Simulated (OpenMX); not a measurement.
PtS2:

```
Pt S
1.0
     3.54320    0.00000    0.00000
    -1.77160    3.06850    0.00000
     0.00000    0.00000    5.03880
Pt S
1 2
Cartesian
  0.0000 0.0000 0.0000
  1.7716 1.0228 3.8950
  0.0000 2.0457 1.1438
```

Base run:

- Program: OpenMX 3.8.5
- Functional: PBE
- Potentials or basis: OpenMX 2013 PBE set, Pt7.0-s3p2d2f2, S7.0-s3p2d2f1, grid cutoff 400 Ry
- k mesh: 9 × 9 × 5
- Occupations: fermi-dirac, width 0.05 eV
- Spin: no spin polarisation

Its results: band gap on the k mesh 1.02 eV, indirect (least direct gap 1.06 eV); pressure 13.9 GPa; largest force 1.567 eV/Å.

The run is repeated on the same cell with these changes: functional from PBE to LDA; potentials or basis from OpenMX 2013 PBE set, Pt7.0-s3p2d2f2, S7.0-s3p2d2f1, grid cutoff 400 Ry to OpenMX 2013 LDA set, Pt7.0-s3p2d2f1, S7.0-s2p2d1f1, grid cutoff 400 Ry. What comes out?

Band gap on the k mesh 0.93 eV, indirect (least direct gap 0.97 eV); pressure 6.3 GPa; largest force 1.143 eV/Å.

Caveats: spin-orbit coupling is left out, which moves the levels of the heavy elements; the basis of atomic orbitals isn't converged, which shifts pressures, moduli and gaps; forces of over 1 eV/Å show positions far from the minimum, so gaps and moduli don't describe the material at rest.
